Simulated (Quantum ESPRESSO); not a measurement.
# Ta: single point with PBEsol

Ta:

```
Ta
1.0
    -1.62073    1.65465    1.62924
     1.69780   -1.62617    1.67783
     1.62244    1.62787   -1.60076
Ta
1
Direct
  0.00191 0.97643 0.99590
```

The cell isn't the ideal one: cell strained at random at fixed volume.

| Property | Result |
| --- | --- |
| Program | Quantum ESPRESSO 7.5 |
| Task | single point |
| Functional | PBEsol |
| Potentials or basis | GBRV 1.5 PBEsol |
| Cutoff | 762 eV |
| Density cutoff | 6095 eV |
| k mesh | 11 × 11 × 11 |
| Occupations | fermi-dirac, width 0.05 eV |
| Spin | no spin polarisation |

```
Pressure               : -4.1 GPa
Band gap on the k mesh : none (metal or under the smearing width)
```

Stress tensor (GPa, compression positive):
```
-4.66 -0.24 -4.16
-0.24 -3.43 -1.45
-4.16 -1.45 -4.21
```

Levels at points of the mesh, in eV from the Fermi level:
```csv
k point,band 3,band 4,band 5,band 6,band 7,band 8,band 9,band 10,band 11,band 12
"(0.00, 0.00, 0.00)",-33.00,-32.93,-7.91,0.37,0.61,1.17,4.01,4.12,14.15,14.72
```

It took 20 s on 2 MPI ranks on Intel(R) Xeon(R) 6975P-C (Granite Rapids), on a shared host, peak memory 0.32 GiB a rank.

Spin-orbit coupling is left out, which matters for the levels of Ta.
